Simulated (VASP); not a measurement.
# SnS (Pnma) in VASP: further runs

One crystal, SnS, is run at these levels: PBE, HSE06, LDA; tasks: single point.

All numbers are computed with VASP 6.6.1; they aren't measurements. Logs are shortened: lines on timing, memory, paths and dates and some standing lists are left out, and cuts for length are marked.

**What was measured.**

“Linear dichroism of the optical properties of SnS and SnSe van der Waals crystals”, 2024, arxiv:2409.17412 reports, for a bulk crystal of SnS at 300 K: band gap 1.09 eV (indirect).

The results are compared with them further down.

## Step 1: The crystal as given

The structure is orthorhombic, space group Pnma (No. 62). The conventional cell has a = 11.200 Å, b = 3.987 Å, c = 4.334 Å, α = 90.00°, β = 90.00°, γ = 90.00°. Around Sn (site symmetry m) lie 3 S at 2.63 to 2.67 Å. S (site symmetry m) has 3 Sn at 2.63 to 2.67 Å as nearest neighbours.

## Step 2: Single point, PBE

Input file INCAR:

```
ALGO = Fast
EDIFF = 1E-6
ENCUT = 420
GGA = PE
ISIF = 2
ISMEAR = 0
LASPH = True
LCHARG = False
LREAL = False
LWAVE = False
NBANDS = 50
NELM = 80
PREC = Accurate
SIGMA = 0.02
```

Input file KPOINTS:

```
k-points
0
Gamma
  3 8 7
```

Input file POSCAR:

```
SnS
1.0
   11.2000000000      0.0000000000      0.0000000000
    0.0000000000      3.9870000000      0.0000000000
    0.0000000000      0.0000000000      4.3340000000
Sn S
4 4
Direct
    0.1194000000      0.2500000000      0.1198000000
    0.3806000000      0.7500000000      0.6198000000
    0.6194000000      0.2500000000      0.3802000000
    0.8806000000      0.7500000000      0.8802000000
    0.8508000000      0.2500000000      0.4793000000
    0.6492000000      0.7500000000      0.9793000000
    0.3508000000      0.2500000000      0.0207000000
    0.1492000000      0.7500000000      0.5207000000
```

Potentials or basis: VASP PAW PBE potentials, release 64 (Sn_d, S).

Command:

```bash
cat potpaw_PBE.64/Sn_d/POTCAR potpaw_PBE.64/S/POTCAR > POTCAR
mpirun -np 1 vasp_std > vasp.out
```

OUTCAR:

```text
EDIFF = 1E-6
   ENCUT = 420
   GGA = PE
   ISIF = 2
   ISMEAR = 0
   LASPH = True
   LREAL = False
   NELM = 80
   PREC = Accurate

 ion  position               nearest neighbor table
   1  0.119  0.250  0.120-   7 2.63   8 2.67   8 2.67   4 3.49   4 3.49
   2  0.381  0.750  0.620-   8 2.63   7 2.67   7 2.67   3 3.49   3 3.49
   3  0.619  0.250  0.380-   5 2.63   6 2.67   6 2.67   2 3.49   2 3.49
   4  0.881  0.750  0.880-   6 2.63   5 2.67   5 2.67   1 3.49   1 3.49
   5  0.851  0.250  0.479-   3 2.63   4 2.67   4 2.67
   6  0.649  0.750  0.979-   4 2.63   3 2.67   3 2.67
   7  0.351  0.250  0.021-   1 2.63   2 2.67   2 2.67
   8  0.149  0.750  0.521-   2 2.63   1 2.67   1 2.67

  LATTYP: Found a simple orthorhombic cell.
 ALAT       =     3.9870000000
 B/A-ratio  =     1.0870328568
 C/A-ratio  =     2.8091296714

  Lattice vectors:

 A1 = (   0.0000000000,   3.9870000000,   0.0000000000)
 A2 = (   0.0000000000,   0.0000000000,   4.3340000000)
 A3 = (  11.2000000000,   0.0000000000,   0.0000000000)

Analysis of symmetry for initial positions (statically):
=====================================================================
 Subroutine PRICEL returns:
 Original cell was already a primitive cell.

 Routine SETGRP: Setting up the symmetry group for a
 simple orthorhombic supercell.

 Subroutine GETGRP returns: Found  8 space group operations
 (whereof  2 operations were pure point group operations)
 out of a pool of  8 trial point group operations.

The static configuration has the point symmetry S_2 .
 The point group associated with its full space group is D_2h.

Analysis of symmetry for dynamics (positions and initial velocities):
=====================================================================
 Subroutine PRICEL returns:
 Original cell was already a primitive cell.

 Routine SETGRP: Setting up the symmetry group for a
 simple orthorhombic supercell.

 Subroutine GETGRP returns: Found  8 space group operations
 (whereof  2 operations were pure point group operations)
 out of a pool of  8 trial point group operations.

The dynamic configuration has the point symmetry S_2 .
 The point group associated with its full space group is D_2h.

 Subroutine INISYM returns: Found  8 space group operations
 (whereof  2 operations are pure point group operations),
[... 112 lines left out ...]
   IBRION =     -1    ionic relax: 0-MD 1-quasi-New 2-CG
   NFREE  =      0    steps in history (QN), initial steepest desc. (CG)
   ISIF   =      2    stress and relaxation
   ISYM   =      2    0-nonsym 1-usesym 2-fastsym
   POTIM  = 0.5000    time-step for ionic-motion
   TEBEG  =    0.0;   TEEND  =   0.0 temperature during run
   PSTRESS=    0.0 pullay stress
   NELECT =      80.0000    total number of electrons
   NUPDOWN=      -1.0000    fix difference up-down
   EMIN   =  10.00;   EMAX   =-10.00  energy-range for DOS
   EFERMI =   0.00;   METHOD = LEGACY
   ISMEAR =     0;   SIGMA  =   0.02  broadening in eV -4-tet -1-fermi 0-gaus
   EFERMI_NEDOS =   21; number of points for ismear=-14 and -15
   IALGO  =     68    algorithm
   IMIX   =      4    mixing-type and parameters
     AMIX     =   0.40;   BMIX     =  1.00
     AMIX_MAG =   1.60;   BMIX_MAG =  1.00
  volume/ion in A,a.u.               =      24.19       163.25
  Fermi-wavevector in a.u.,A,eV,Ry     =   1.219515  2.304549 20.234810  1.487217
  Thomas-Fermi vector in A             =   2.354764
   LORBIT       =      0    0 simple, 1 ext, 2 COOP (PROOUT), +10 PAW based schemes
   GGA     = PE    functional components
   LHFCALC =     F    Hartree Fock is set to
   AEXX    =    0.0000 exact exchange contribution
   IVDW    =     0    specifies the selected vdW correction
   LEPSILON=     F    determine dielectric tensor
   LRPA    =     F    only Hartree local field effects (RPA)
 non-spin polarized calculation
 RMM-DIIS sequential band-by-band and
 Gauss-broadening in eV      SIGMA  =   0.02
  energy-cutoff  :      420.00
  volume of cell :      193.53
 maximum number of plane-waves:      3816
 NGX is ok and might be reduce to    80
   NGX = 37   NGY = 13   NGZ = 15

 number of electron      80.0000023 magnetization

 Free energy of the ion-electron system (eV)
  ---------------------------------------------------
  ext. energy  EPLUGINS =         0.00000000
  ---------------------------------------------------
  free energy    TOTEN  =       -35.39540929 eV

  energy without entropy =      -35.39540929  energy(sigma->0) =      -35.39540929

 E-fermi :   6.3846     XC(G=0):  -9.8467

 val. band max:        6.2281470946   @ k =   0.0000   0.0000   0.4286
 cond. band min:       7.1490682051   @ k =   0.0000   0.0000   0.0000
 fundamental gap:      0.9209211104
 Fermi energy:         6.3845653581

 k-point     1 :       0.0000    0.0000    0.0000
  band No.  band energies     occupation
      1     -15.0801      2.00000
      2     -15.0638      2.00000
      3     -15.0588      2.00000
      4     -15.0526      2.00000
      5     -15.0487      2.00000
      6     -15.0433      2.00000
[... 1261 lines left out ...]
     49      10.6722      0.00000
     50      10.7880      0.00000

 [... further k-points ...]

------------------------ aborting loop because EDIFF is reached ----------------------------------------

  FORCE on cell =-STRESS in cart. coord.  units (eV):
  Direction    XX          YY          ZZ          XY          YZ          ZX
  --------------------------------------------------------------------------------------
  -------------------------------------------------------------------------------------
  Total        2.9262987      2.7028577      2.5710902      0.0000000     -0.0000000      0.0000000
  in kB       24.2256853     22.3759048     21.2850531      0.0000000     -0.0000000      0.0000000
  external PRESSURE =      22.6288811 kB  Pullay stress =       0.0000000 kB

 VOLUME and BASIS-vectors are now :
 -----------------------------------------------------------------------------
  energy-cutoff  :      420.00
  volume of cell :      193.53
      direct lattice vectors                 reciprocal lattice vectors
    11.200000000  0.000000000  0.000000000     0.089285714  0.000000000  0.000000000
     0.000000000  3.987000000  0.000000000     0.000000000  0.250815149  0.000000000
     0.000000000  0.000000000  4.334000000     0.000000000  0.000000000  0.230733733

 POSITION                                       TOTAL-FORCE (eV/Angst)
 -----------------------------------------------------------------------------------
      1.33728      0.99675      0.51921        -0.114946      0.000000     -0.076943
      4.26272      2.99025      2.68621         0.114946     -0.000000     -0.076943
      6.93728      0.99675      1.64779        -0.114946     -0.000000      0.076943
      9.86272      2.99025      3.81479         0.114946      0.000000      0.076943
      9.52896      0.99675      2.07729         0.101710     -0.000000     -0.077553
      7.27104      2.99025      4.24429        -0.101710     -0.000000     -0.077553
      3.92896      0.99675      0.08971         0.101710     -0.000000      0.077553
      1.67104      2.99025      2.25671        -0.101710     -0.000000      0.077553
 -----------------------------------------------------------------------------------
    total drift:                                0.000000      0.000000      0.000000

  FREE ENERGIE OF THE ION-ELECTRON SYSTEM (eV)
  ---------------------------------------------------
  free  energy   TOTEN  =       -35.3954092928 eV

  energy  without entropy=      -35.3954092928  energy(sigma->0) =      -35.39540929
```

OSZICAR:

```text
N       E                     dE             d eps       ncg     rms          rms(c)
DAV:   1     0.829897482267E+03    0.82990E+03   -0.33025E+04  4336   0.189E+03
DAV:   2     0.108007226044E+03   -0.72189E+03   -0.69693E+03  4032   0.553E+02
DAV:   3    -0.269832225774E+02   -0.13499E+03   -0.12922E+03  4750   0.196E+02
DAV:   4    -0.363497260938E+02   -0.93665E+01   -0.92239E+01  4782   0.531E+01
DAV:   5    -0.366940996288E+02   -0.34437E+00   -0.34347E+00  4826   0.106E+01    0.119E+01
RMM:   6    -0.353800212056E+02    0.13141E+01   -0.24376E+00  4951   0.532E+00    0.768E+00
RMM:   7    -0.354367987962E+02   -0.56778E-01   -0.15929E+00  5275   0.351E+00    0.289E+00
RMM:   8    -0.353983015949E+02    0.38497E-01   -0.25552E-01  4972   0.252E+00    0.535E-01
RMM:   9    -0.353946112413E+02    0.36904E-02   -0.56255E-02  5700   0.125E+00    0.247E-01
RMM:  10    -0.353955773823E+02   -0.96614E-03   -0.14790E-02  6865   0.556E-01    0.256E-01
RMM:  11    -0.353956623018E+02   -0.84919E-04   -0.73547E-04  6258   0.129E-01    0.282E-01
RMM:  12    -0.353953826627E+02    0.27964E-03   -0.11845E-03  5205   0.152E-01    0.146E-01
RMM:  13    -0.353954432665E+02   -0.60604E-04   -0.41950E-04  5566   0.817E-02    0.705E-02
RMM:  14    -0.353954281483E+02    0.15118E-04   -0.55291E-05  5818   0.391E-02    0.564E-02
RMM:  15    -0.353954152666E+02    0.12882E-04   -0.16499E-05  4863   0.185E-02    0.367E-02
RMM:  16    -0.353954099831E+02    0.52835E-05   -0.18995E-05  4290   0.151E-02    0.184E-02
RMM:  17    -0.353954092928E+02    0.69037E-06   -0.21133E-06  4049   0.774E-03
   1 F= -.35395409E+02 E0= -.35395409E+02  d E =-.366288E-30
```

stdout:

```text
POSCAR found type information on POSCAR SnS
 POSCAR found :  2 types and       8 ions
 scaLAPACK will be used
 LDA part: xc-table for (Slater+PW92), standard interpolation
 POSCAR, INCAR and KPOINTS ok, starting setup
 FFT: planning ... GRIDC
 FFT: planning ... GRID_SOFT
 FFT: planning ... GRID
 WAVECAR not read
 entering main loop
```

It took 3 min on 1 thread of Intel Xeon Platinum 8559C (Emerald Rapids), shared host; peak memory 0.36 GiB.

What came out:

```yaml
Free_energy: -35.3954 eV
Pressure: 2.3 GPa
Largest_force: 0.138 eV/Å
Band_gap_on_the_k_mesh: 0.92 eV, indirect (least direct gap 1.26 eV)
```

Forces in eV/Å, atoms in the order of the input:
```
Sn  -0.115  0.000 -0.077
Sn   0.115  0.000 -0.077
Sn  -0.115  0.000  0.077
Sn   0.115  0.000  0.077
S    0.102  0.000 -0.078
S   -0.102  0.000 -0.078
S    0.102  0.000  0.078
S   -0.102  0.000  0.078
```

Caveat: spin-orbit coupling is left out, which moves the levels of the heavy elements; an odd mesh through Γ misses points on the zone boundary, where band edges often lie.

## Step 3: Single point, HSE06

POSCAR is that of step 2.

Input file INCAR.step1:

```
SYSTEM = SnS
ALGO = Normal
EDIFF = 1E-5
ENCUT = 420
GGA = PE
ISIF = 2
ISMEAR = 0
LASPH = .True.
LREAL = .False.
LWAVE = .True.
NELM = 60
PREC = Accurate
SIGMA = 0.02
```

Input file INCAR.step2:

```
SYSTEM = SnS
ALGO = Normal
EDIFF = 1E-6
ENCUT = 420
GGA = PE
HFSCREEN = 0.2
ISIF = 2
ISMEAR = 0
ISTART = 1
LASPH = .True.
LCHARG = .True.
LELF = .True.
LHFCALC = .True.
LREAL = .False.
LVHAR = .True.
LWAVE = .False.
NELM = 60
PREC = Accurate
PRECFOCK = Normal
SIGMA = 0.02
```

Input file KPOINTS:

```
k-points
0
Gamma
  2 4 4
  0 0 0
```

Potentials or basis: VASP PAW PBE potentials, release 64 (Sn_d, S).

Command:

```bash
cat potpaw_PBE.64/Sn_d/POTCAR potpaw_PBE.64/S/POTCAR > POTCAR
cp INCAR.step1 INCAR
mpirun -np 1 vasp_std > vasp.out
cp INCAR.step2 INCAR
mpirun -np 1 vasp_std > vasp.out
```

OUTCAR:

```text
SYSTEM = SnS
   EDIFF = 1E-6
   ENCUT = 420
   GGA = PE
   HFSCREEN = 0.2
   ISIF = 2
   ISMEAR = 0
   ISTART = 1
   LASPH = .True.
   LHFCALC = .True.
   LREAL = .False.
   NELM = 60
   PREC = Accurate
   PRECFOCK = Normal

 ion  position               nearest neighbor table
   1  0.119  0.250  0.120-   7 2.63   8 2.67   8 2.67   4 3.49   4 3.49
   2  0.381  0.750  0.620-   8 2.63   7 2.67   7 2.67   3 3.49   3 3.49
   3  0.619  0.250  0.380-   5 2.63   6 2.67   6 2.67   2 3.49   2 3.49
   4  0.881  0.750  0.880-   6 2.63   5 2.67   5 2.67   1 3.49   1 3.49
   5  0.851  0.250  0.479-   3 2.63   4 2.67   4 2.67
   6  0.649  0.750  0.979-   4 2.63   3 2.67   3 2.67
   7  0.351  0.250  0.021-   1 2.63   2 2.67   2 2.67
   8  0.149  0.750  0.521-   2 2.63   1 2.67   1 2.67

  LATTYP: Found a simple orthorhombic cell.
 ALAT       =     3.9870000000
 B/A-ratio  =     1.0870328568
 C/A-ratio  =     2.8091296714

  Lattice vectors:

[... 198 lines left out ...]
 cond. band min:       7.3362450264   @ k =   0.0000   0.0000   0.0000
 fundamental gap:      1.3777009932
 Fermi energy:         6.0960283868

 k-point     1 :       0.0000    0.0000    0.0000
  band No.  band energies     occupation
      1     -17.5500      2.00000
      2     -17.5299      2.00000
      3     -17.5244      2.00000
      4     -17.5157      2.00000
      5     -17.5150      2.00000
      6     -17.5099      2.00000
[... 907 lines left out ...]
     47      11.2298      0.00000
     48      11.2298      0.00000

------------------------ aborting loop because EDIFF is reached ----------------------------------------

  FORCE on cell =-STRESS in cart. coord.  units (eV):
  Direction    XX          YY          ZZ          XY          YZ          ZX
  --------------------------------------------------------------------------------------
  -------------------------------------------------------------------------------------
  Total        0.9372030      0.5868185      0.4961397      0.0000000      0.0000000      0.0000000
  in kB        7.7587384      4.8580415      4.1073473      0.0000000      0.0000000      0.0000000
  external PRESSURE =       5.5747090 kB  Pullay stress =       0.0000000 kB

 VOLUME and BASIS-vectors are now :
 -----------------------------------------------------------------------------
  energy-cutoff  :      420.00
  volume of cell :      193.53
      direct lattice vectors                 reciprocal lattice vectors
    11.200000000  0.000000000  0.000000000     0.089285714  0.000000000  0.000000000
     0.000000000  3.987000000  0.000000000     0.000000000  0.250815149  0.000000000
     0.000000000  0.000000000  4.334000000     0.000000000  0.000000000  0.230733733

 POSITION                                       TOTAL-FORCE (eV/Angst)
 -----------------------------------------------------------------------------------
      1.33728      0.99675      0.51921         0.110580      0.000000      0.082818
      4.26272      2.99025      2.68621        -0.110580      0.000000      0.082818
      6.93728      0.99675      1.64779         0.110580      0.000000     -0.082818
      9.86272      2.99025      3.81479        -0.110580     -0.000000     -0.082818
      9.52896      0.99675      2.07729        -0.048092     -0.000000      0.090672
      7.27104      2.99025      4.24429         0.048092      0.000000      0.090672
      3.92896      0.99675      0.08971        -0.048092      0.000000     -0.090672
      1.67104      2.99025      2.25671         0.048092      0.000000     -0.090672
 -----------------------------------------------------------------------------------
    total drift:                               -0.000003     -0.000030      0.000000

  FREE ENERGIE OF THE ION-ELECTRON SYSTEM (eV)
  ---------------------------------------------------
  free  energy   TOTEN  =       -42.5076858290 eV

  energy  without entropy=      -42.5076858290  energy(sigma->0) =      -42.50768583
```

OUTCAR.step1:

```text
SYSTEM = SnS
   EDIFF = 1E-5
   ENCUT = 420
   GGA = PE
   ISIF = 2
   ISMEAR = 0
[... 1159 lines left out ...]
      9.52896      0.99675      2.07729         0.112126     -0.000000     -0.062803
      7.27104      2.99025      4.24429        -0.112126     -0.000000     -0.062803
      3.92896      0.99675      0.08971         0.112126     -0.000000      0.062803
      1.67104      2.99025      2.25671        -0.112126     -0.000000      0.062803
 -----------------------------------------------------------------------------------
    total drift:                                0.000000      0.000000      0.000000

  FREE ENERGIE OF THE ION-ELECTRON SYSTEM (eV)
  ---------------------------------------------------
  free  energy   TOTEN  =       -35.4107369667 eV

  energy  without entropy=      -35.4107369667  energy(sigma->0) =      -35.41073697
```

Run time: 1.7 h. Hardware: 1 thread of Intel Xeon 6975P-C (Granite Rapids), shared host; peak memory 0.49 GiB.

Results:

```
Free energy            : -42.5077 eV
Pressure               : 0.6 GPa
Largest force          : 0.138 eV/Å
Band gap on the k mesh : 1.38 eV, indirect (least direct gap 1.87 eV)
```

Forces on the atoms (eV/Å):
```
Sn   0.111  0.000  0.083
Sn  -0.111  0.000  0.083
Sn   0.111  0.000 -0.083
Sn  -0.111  0.000 -0.083
S   -0.048  0.000  0.091
S    0.048  0.000  0.091
S   -0.048  0.000 -0.091
S    0.048  0.000 -0.091
```

Caveat: the PAW data sets were made with another functional, which shifts forces and pressure a little; spin-orbit coupling is left out, which moves the levels of the heavy elements.

(Part 1 of 2 ends here.)
